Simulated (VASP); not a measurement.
# GaN (Fm-3m) in VASP: single point with PBE0

Aim: the single point of GaN with PBE0.

All numbers are computed with VASP 6.6.1; they aren't measurements. Logs are shortened: lines on timing, memory, paths and dates and some standing lists are left out, and cuts for length are marked.

## Step 1: Starting point

The structure is cubic, space group Fm-3m (No. 225). The conventional cell has a = 4.222 Å, b = 4.222 Å, c = 4.222 Å, α = 90.00°, β = 90.00°, γ = 90.00°. Ga (site symmetry m-3m) has 6 N at 2.11 Å as nearest neighbours. Around N (site symmetry m-3m) lie 6 Ga at 2.11 Å.

Measurements of this composition are mostly on another form, of space group No. 186.

## Step 2: Single point, PBE0

Contents of POSCAR:

```
GaN
1.0
    0.0000000000      2.1108000000      2.1108000000
    2.1108000000      0.0000000000      2.1108000000
    2.1108000000      2.1108000000      0.0000000000
Ga N
1 1
Direct
    0.0000000000      0.0000000000      0.0000000000
    0.5000000000      0.5000000000      0.5000000000
```

Contents of INCAR.step1:

```
ALGO     = Normal         # electronic algorithm
EDIFF    = 1E-5           # SCF threshold, eV
ENCUT    = 520            # plane-wave cutoff, eV
GGA      = PE             # functional
ISIF     = 2              # what is computed and relaxed
ISMEAR   = 0              # smearing method
LASPH    = T              # aspherical terms in the spheres
LCHARG   = F              # write CHGCAR
LREAL    = F              # projectors in reciprocal space
LWAVE    = T              # write WAVECAR
NELM     = 80             # most SCF steps
PREC     = Accurate       # precision mode
SIGMA    = 0.02           # smearing width, eV
```

Contents of INCAR.step2:

```
AEXX     = 0.25           # exact-exchange fraction
ALGO     = Normal         # electronic algorithm
EDIFF    = 1E-6           # SCF threshold, eV
ENCUT    = 520            # plane-wave cutoff, eV
GGA      = PE             # functional
ISIF     = 2              # what is computed and relaxed
ISMEAR   = 0              # smearing method
ISTART   = 1            
LASPH    = T              # aspherical terms in the spheres
LCHARG   = F              # write CHGCAR
LHFCALC  = T              # exact exchange
LREAL    = F              # projectors in reciprocal space
LWAVE    = F              # write WAVECAR
NELM     = 80             # most SCF steps
PREC     = Accurate       # precision mode
PRECFOCK = Fast         
SIGMA    = 0.02           # smearing width, eV
```

Contents of KPOINTS:

```
k-points
0
Gamma
  8 8 8
```

Potentials or basis: VASP PAW PBE potentials, release 64 (Ga_d, N).

Run with:

```bash
$ cat potpaw_PBE.64/Ga_d/POTCAR potpaw_PBE.64/N/POTCAR > POTCAR
$ cp INCAR.step1 INCAR
$ mpirun -np 1 vasp_std > vasp.out
$ cp INCAR.step2 INCAR
$ mpirun -np 1 vasp_std > vasp.out
```

OUTCAR:

```text
AEXX = 0.25
   EDIFF = 1E-6
   ENCUT = 520
   GGA = PE
   ISIF = 2
   ISMEAR = 0
   ISTART = 1
   LASPH = T
   LHFCALC = T
   LREAL = F
   NELM = 80
   PREC = Accurate
   PRECFOCK = Fast

 ion  position               nearest neighbor table
   1  0.000  0.000  0.000-   2 2.11   2 2.11   2 2.11   2 2.11   2 2.11   2 2.11
   2  0.500  0.500  0.500-   1 2.11   1 2.11   1 2.11   1 2.11   1 2.11   1 2.11

  LATTYP: Found a face centered cubic cell.
 ALAT       =     4.2216000000

  Lattice vectors:

 A1 = (   0.0000000000,   2.1108000000,   2.1108000000)
 A2 = (   2.1108000000,   0.0000000000,   2.1108000000)
 A3 = (   2.1108000000,   2.1108000000,   0.0000000000)

Analysis of symmetry for initial positions (statically):
=====================================================================
 Subroutine PRICEL returns:
 Original cell was already a primitive cell.

 Routine SETGRP: Setting up the symmetry group for a
 face centered cubic supercell.

 Subroutine GETGRP returns: Found 48 space group operations
 (whereof 48 operations were pure point group operations)
 out of a pool of 48 trial point group operations.

The static configuration has the point symmetry O_h .

Analysis of symmetry for dynamics (positions and initial velocities):
=====================================================================
 Subroutine PRICEL returns:
 Original cell was already a primitive cell.

 Routine SETGRP: Setting up the symmetry group for a
 face centered cubic supercell.

 Subroutine GETGRP returns: Found 48 space group operations
 (whereof 48 operations were pure point group operations)
 out of a pool of 48 trial point group operations.

The dynamic configuration has the point symmetry O_h .

 Subroutine INISYM returns: Found 48 space group operations
 (whereof 48 operations are pure point group operations),
 and found     1 'primitive' translations

----------------------------------------------------------------------------------------

                                     Primitive cell

  volume of cell :      18.8092

  direct lattice vectors                    reciprocal lattice vectors
     0.000000000  2.110800000  2.110800000    -0.236877013  0.236877013  0.236877013
     2.110800000  0.000000000  2.110800000     0.236877013 -0.236877013  0.236877013
     2.110800000  2.110800000  0.000000000     0.236877013  0.236877013 -0.236877013

  length of vectors
     2.985121987  2.985121987  2.985121987     0.410283022  0.410283022  0.410283022

  position of ions in fractional coordinates (direct lattice)
     0.000000000  0.000000000  0.000000000
     0.500000000  0.500000000  0.500000000

  ion indices of the primitive-cell ions
   primitive index   ion index
                 1           1
                 2           2

----------------------------------------------------------------------------------------

 KPOINTS: k-points

Automatic generation of k-mesh.
 Grid dimensions read from file:
 generate k-points for:    8    8    8

 Generating k-lattice:

  Cartesian coordinates                     Fractional coordinates (reciprocal lattice)
    -0.029609627  0.029609627  0.029609627     0.125000000  0.000000000  0.000000000
     0.029609627 -0.029609627  0.029609627     0.000000000  0.125000000  0.000000000
     0.029609627  0.029609627 -0.029609627     0.000000000  0.000000000  0.125000000

  Length of vectors
     0.051285378  0.051285378  0.051285378

  Shift w.r.t. Gamma in fractional coordinates (k-lattice)
     0.000000000  0.000000000  0.000000000

 Subroutine IBZKPT returns following result:
 ===========================================

 Found     29 irreducible k-points:

 Following reciprocal coordinates:
            Coordinates               Weight
  0.000000  0.000000  0.000000      1.000000
  0.125000  0.000000  0.000000      8.000000
  0.250000  0.000000  0.000000      8.000000
  0.375000  0.000000  0.000000      8.000000
  0.500000  0.000000  0.000000      4.000000
  0.125000  0.125000  0.000000      6.000000
[... 16 lines left out ...]
  0.500000  0.250000  0.125000     48.000000
 -0.375000  0.250000  0.125000     24.000000
 [... further k-points ...]
   k-points           NKPTS =     29   k-points in BZ     NKDIM =    512   number of bands    NBANDS=     13
   number of dos      NEDOS =    301   number of ions     NIONS =      2
   total plane-waves  NPLWV =  13824
   dimension x,y,z NGX =    24 NGY =   24 NGZ =   24
   dimension x,y,z NGXF=    48 NGYF=   48 NGZF=   48
   ions per type =               1   1
   NGX,Y,Z   is equivalent  to a cutoff of  13.37, 13.37, 13.37 a.u.
   NGXF,Y,Z  is equivalent  to a cutoff of  26.73, 26.73, 26.73 a.u.
 SYSTEM =  unknown system
   PREC   = accura    normal or accurate (medium, high low for compatibility)
   ISTART =      1    job   : 0-new  1-cont  2-samecut
   ICHARG =      0    charge: 1-file 2-atom 10-const
   ISPIN  =      1    spin polarized calculation?
   LNONCOLLINEAR =      F non collinear calculations
   LSORBIT =      F    spin-orbit coupling
   LASPH  =      T    aspherical Exc in radial PAW
   ENCUT  =  520.0 eV  38.22 Ry    6.18 a.u.   5.55  5.55  5.55*2*pi/ulx,y,z
   NELM   =     80;   NELMIN=  2; NELMDL=  0     # of ELM steps
   EDIFF  = 0.1E-05   stopping-criterion for ELM
   LREAL  =      F    real-space projection
   EDIFFG = 0.1E-04   stopping-criterion for IOM
   NSW    =      0    number of steps for IOM
   IBRION =     -1    ionic relax: 0-MD 1-quasi-New 2-CG
   NFREE  =      0    steps in history (QN), initial steepest desc. (CG)
   ISIF   =      2    stress and relaxation
   ISYM   =      3    0-nonsym 1-usesym 2-fastsym
   POTIM  = 0.5000    time-step for ionic-motion
   TEBEG  =    0.0;   TEEND  =   0.0 temperature during run
   PSTRESS=    0.0 pullay stress
   NELECT =      18.0000    total number of electrons
   NUPDOWN=      -1.0000    fix difference up-down
   EMIN   =  10.00;   EMAX   =-10.00  energy-range for DOS
   EFERMI =   0.00;   METHOD = LEGACY
   ISMEAR =     0;   SIGMA  =   0.02  broadening in eV -4-tet -1-fermi 0-gaus
   EFERMI_NEDOS =   21; number of points for ismear=-14 and -15
   IALGO  =     38    algorithm
   IMIX   =      1    mixing-type and parameters
     AMIX     =   0.40;   BMIX     =  1.00
     AMIX_MAG =   1.60;   BMIX_MAG =  1.00
  volume/ion in A,a.u.               =       9.40        63.47
  Fermi-wavevector in a.u.,A,eV,Ry     =   1.613276  3.048649 35.411317  2.602658
  Thomas-Fermi vector in A             =   2.708371
   LORBIT       =      0    0 simple, 1 ext, 2 COOP (PROOUT), +10 PAW based schemes
   GGA     = PE    functional components
   LHFCALC =     T    Hartree Fock is set to
   PRECFOCK=fast      Normal, Fast or Accurate (Low or Medium for compatibility)
   ENCUT4O =  -1.0   cutoff for four orbital integrals eV
   NKREDX  =     1    reduce k-point grid by
   NKREDY  =     1    reduce k-point grid by
   NKREDZ  =     1    reduce k-point grid by
   AEXX    =    0.2500 exact exchange contribution
   HFSCREEN=    0.0000 screening length (either q_TF or 0.3 A-1)
   HFSCREENC=   0.0000 screening length for correlation (either q_TF or 0.3 A-1)
   ENCUTFOCK=  -1.0 apply spherical cutoff to Coloumb kernel
   IVDW    =     0    specifies the selected vdW correction
   LEPSILON=     F    determine dielectric tensor
   LRPA    =     F    only Hartree local field effects (RPA)
 non-spin polarized calculation
 Gauss-broadening in eV      SIGMA  =   0.02
  energy-cutoff  :      520.00
  volume of cell :       18.81
 maximum number of plane-waves:       531
 NGX is ok and might be reduce to    24
  NGX = 14; NGY = 14; NGZ = 14

 number of electron      18.0000009 magnetization

 Free energy of the ion-electron system (eV)
  ---------------------------------------------------
  ext. energy  EPLUGINS =         0.00000000
  ---------------------------------------------------
  free energy    TOTEN  =       -14.69948094 eV

  energy without entropy =      -14.69948094  energy(sigma->0) =      -14.69948094

 E-fermi :   6.8741     XC(G=0): -10.2609

 val. band max:        6.7757387546   @ k =  -0.2500   0.1250   0.0000
 cond. band min:       9.3863837912   @ k =   0.5000   0.5000   0.0000
 fundamental gap:      2.6106450366
 Fermi energy:         6.8740880387

 k-point     1 :       0.0000    0.0000    0.0000
  band No.  band energies     occupation
      1     -12.2158      2.00000
      2      -9.4828      2.00000
      3      -9.4828      2.00000
      4      -9.4828      2.00000
      5      -9.4459      2.00000
      6      -9.4459      2.00000
      7       6.2780      2.00000
      8       6.2780      2.00000
      9       6.2780      2.00000
     10      11.0927      0.00000
     11      23.7421      0.00000
     12      23.7421      0.00000
     13      23.7421      0.00000

 k-point     2 :       0.1250    0.0000    0.0000
  band No.  band energies     occupation
      1     -11.8916      2.00000
      2      -9.4927      2.00000
      3      -9.4893      2.00000
      4      -9.4893      2.00000
      5      -9.4434      2.00000
      6      -9.4434      2.00000
      7       4.5347      2.00000
      8       6.3054      2.00000
      9       6.3054      2.00000
     10      12.4472      0.00000
     11      20.7899      0.00000
     12      22.8016      0.00000
     13      22.8016      0.00000

 k-point     3 :       0.2500    0.0000    0.0000
  band No.  band energies     occupation
      1     -10.9828      2.00000
      2      -9.5654      2.00000
      3      -9.5654      2.00000
      4      -9.5092      2.00000
      5      -9.3756      2.00000
      6      -9.3756      2.00000
      7       1.6331      2.00000
      8       6.3968      2.00000
      9       6.3968      2.00000
     10      13.8252      0.00000
     11      18.9401      0.00000
     12      20.5222      0.00000
     13      20.5222      0.00000
[... 305 lines left out ...]
 k-point    23 :       0.5000    0.2500    0.1250
  band No.  band energies     occupation
      1     -10.4632      2.00000
      2      -9.5755      2.00000
      3      -9.5302      2.00000
      4      -9.4233      2.00000
      5      -9.2939      2.00000
      6      -8.0405      2.00000
      7      -0.2993      2.00000
      8       3.4403      2.00000
      9       5.4655      2.00000
     10      14.8761      0.00000
     11      16.5488      0.00000
     12      19.3615      0.00000
     13      20.5885      0.00000

 k-point    24 :      -0.3750    0.2500    0.1250
  band No.  band energies     occupation
      1     -10.4013      2.00000
      2      -9.6064      2.00000
      3      -9.5257      2.00000
      4      -9.4211      2.00000
      5      -9.2653      2.00000
      6      -7.3927      2.00000
      7      -1.3193      2.00000
      8       3.4014      2.00000
      9       5.0883      2.00000
     10      14.9474      0.00000
     11      16.0841      0.00000
     12      20.1330      0.00000
     13      20.2844      0.00000

 [... further k-points ...]

------------------------ aborting loop because EDIFF is reached ----------------------------------------

  FORCE on cell =-STRESS in cart. coord.  units (eV):
  Direction    XX          YY          ZZ          XY          YZ          ZX
  --------------------------------------------------------------------------------------
  -------------------------------------------------------------------------------------
  Total       -0.1605055     -0.1605055     -0.1605055     -0.0000000      0.0000000     -0.0000000
  in kB      -13.6719125    -13.6719125    -13.6719125     -0.0000000      0.0000000     -0.0000000
  external PRESSURE =     -13.6719125 kB  Pullay stress =       0.0000000 kB

 VOLUME and BASIS-vectors are now :
 -----------------------------------------------------------------------------
  energy-cutoff  :      520.00
  volume of cell :       18.81
      direct lattice vectors                 reciprocal lattice vectors
     0.000000000  2.110800000  2.110800000    -0.236877013  0.236877013  0.236877013
     2.110800000  0.000000000  2.110800000     0.236877013 -0.236877013  0.236877013
     2.110800000  2.110800000  0.000000000     0.236877013  0.236877013 -0.236877013

 POSITION                                       TOTAL-FORCE (eV/Angst)
 -----------------------------------------------------------------------------------
      0.00000      0.00000      0.00000        -0.000000     -0.000000     -0.000000
      2.11080      2.11080      2.11080         0.000000      0.000000      0.000000
 -----------------------------------------------------------------------------------
    total drift:                                0.000000     -0.000000      0.000000

  FREE ENERGIE OF THE ION-ELECTRON SYSTEM (eV)
  ---------------------------------------------------
  free  energy   TOTEN  =       -14.6994809401 eV

  energy  without entropy=      -14.6994809401  energy(sigma->0) =      -14.69948094
```

Run time: 17 min. Hardware: 1 thread of Intel Xeon 6975P-C (Granite Rapids), shared host; peak memory 0.16 GiB.

What came out:

```yaml
Free_energy: -14.6995 eV
Pressure: -1.4 GPa
Band_gap_on_the_k_mesh: 2.61 eV, indirect (least direct gap 4.81 eV)
```

Levels at points of the mesh, in eV from the valence-band top:
| k point | band 7 | band 8 | band 9 | band 10 | band 11 | band 12 |
| --- | --- | --- | --- | --- | --- | --- |
| (0.00, 0.00, 0.00) | -0.50 | -0.50 | -0.50 | 4.32 | 16.97 | 16.97 |
| (0.50, 0.00, 0.00) | -8.98 | -0.18 | -0.18 | 6.72 | 11.41 | 11.41 |
| (0.50, 0.50, 0.00) | -7.76 | -3.27 | -3.27 | 2.61 | 9.73 | 14.82 |

Caveat: the PAW data sets were made with another functional, which shifts forces and pressure a little. A k mesh can miss the band edges.
